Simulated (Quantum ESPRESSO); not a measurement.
Set up this calculation in Quantum ESPRESSO 7.5, as an ASE script.

```yaml
Task: single point
Functional: PBE
Potentials_or_basis: SSSP 1.3 efficiency PBE
Cutoff: 748 eV
Density_cutoff: 5987 eV
k_mesh: 11 × 11 × 10
Occupations: fermi-dirac, width 0.05 eV
Spin: no spin polarisation
Mixing_beta: 0.5
Most_SCF_iterations: 120
SCF_threshold: 2e-10 Ry
```

The structure of Ge lies in Ge.cif:

```cif
data_Ge
_cell_length_a 2.95206856
_cell_length_b 2.95206856
_cell_length_c 2.69823100
_cell_angle_alpha 90.00000000
_cell_angle_beta 90.00000000
_cell_angle_gamma 123.50542487
_space_group_name_H-M_alt 'P1'
_space_group_name_Hall 'P 1'
_space_group_IT_number 1
loop_
_space_group_symop_operation_xyz
'x,y,z'
loop_
_atom_site_label
_atom_site_type_symbol
_atom_site_symmetry_multiplicity
_atom_site_Wyckoff_symbol
_atom_site_fract_x
_atom_site_fract_y
_atom_site_fract_z
_atom_site_occupancy
Ge1 Ge 1 a 0.5000000000 0.5000000000 0.0000000000 1
```

This isn't the form of Ge at room conditions, which is diamond.

The input as run:

run.py

```python
import numpy as np
from ase.calculators.espresso import Espresso, EspressoProfile
from ase.io import read

atoms = read('Ge.cif')

input_data = {
    'control': {'calculation': 'scf', 'prefix': 'pwscf', 'outdir': './tmp', 'tprnfor': True, 'tstress': True, 'disk_io': 'nowf'},
    'system': {'ecutwfc': 55.0, 'ecutrho': 440.0, 'nbnd': 13, 'occupations': 'smearing', 'smearing': 'fd', 'degauss': 0.00367493},
    'electrons': {'conv_thr': 2e-10, 'electron_maxstep': 120, 'mixing_beta': 0.5},
}
pseudopotentials = {'Ge': 'ge_pbe_v1.4.uspp.F.UPF'}
profile = EspressoProfile(command='pw.x', pseudo_dir='pseudo')
dft = Espresso(profile=profile, input_data=input_data, pseudopotentials=pseudopotentials, kpts=(11, 11, 10), koffset=(0, 0, 0))
atoms.calc = dft

print(f'energy {atoms.get_potential_energy():.8f} eV')
print('forces (eV/A)')
print(np.round(atoms.get_forces(), 6))
print('stress (eV/A^3, Voigt)')
print(np.round(atoms.get_stress(), 8))
print(f'Fermi level {dft.get_fermi_level():.4f} eV')
```

Potentials or basis: SSSP 1.3 efficiency PBE.

Command:

```console
$ OMP_NUM_THREADS=1 python run.py
```

It gave:

```json
{
  "Pressure": "-0.6 GPa",
  "Band gap on the k mesh": "none (metal or under the smearing width)"
}
```

Run time: 56 s on 1 thread of Arm Neoverse V1 (shared host), peak memory 0.16 GiB.
